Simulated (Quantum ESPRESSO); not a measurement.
Runs of Quantum ESPRESSO 7.5 on Al2Cu. The structure is tetragonal, space group P4/mmm (No. 123). Conventional cell: a = 4.105 Å, b = 4.105 Å, c = 2.891 Å, α = 90.00°, β = 90.00°, γ = 90.00°. Cu (site symmetry 4/mmm) is surrounded by 8 Al at 2.51 Å. Al (site symmetry mmm) is surrounded by 4 Cu at 2.51 Å. The cell comes from a database or a generator and needn't be the stable form of this composition.

```tsv
task	level	potentials or basis	cell	k mesh	cutoff (eV)	SCF threshold	symmetry	form of the LDA correlation	mesh quality	gap on the mesh (eV)	pressure (GPa)	V0 of scaled cells (Å³/atom)	B0 (GPa)
single point	PBEsol	GBRV 1.5 PBEsol	as given	7 × 7 × 9	762	6e-10 Ry	-	-	not flagged	none	-2.5	-	-
band structure	PBEsol	GBRV 1.5 PBEsol	as given	7 × 7 × 9	762	6e-10 Ry	-	-	not flagged	none	-2.5	-	-
equation of state	r2SCAN	SG15 PBE 1.2	as given	4 × 4 × 5	1197	1e-08 Ry	off	-	coarse	-	-	16.09	96
equation of state	LDA	GBRV 1.5 LDA	as given	7 × 7 × 9	762	6e-10 Ry	-	PZ81	not flagged	-	-	(b)	(a)
equation of state	PBEsol	GBRV 1.5 PBEsol	as given	7 × 7 × 9	762	6e-10 Ry	-	-	not flagged	-	-	15.83	98
single point	PBEsol	GBRV 1.5 PBEsol	atoms moved at random, drawn with an rms of 0.05 Å	7 × 7 × 9	762	6e-10 Ry	-	-	not flagged	none	-2.2	-	-
```

Alike in all rows: no spin polarisation; smearing fermi-dirac 0.05 eV.

Fill in the values left out.

(a) 104; (b) 15.38.

Caveats: some runs use coarse meshes; the cell was scaled at fixed shape and fractional positions, which overstates the stiffness of a crystal with free parameters, most of all of layers and chains (some runs); the potentials were made for another functional, which shifts forces and pressure (some runs).

A gap of «none» marks a metal or a gap under the smearing width.
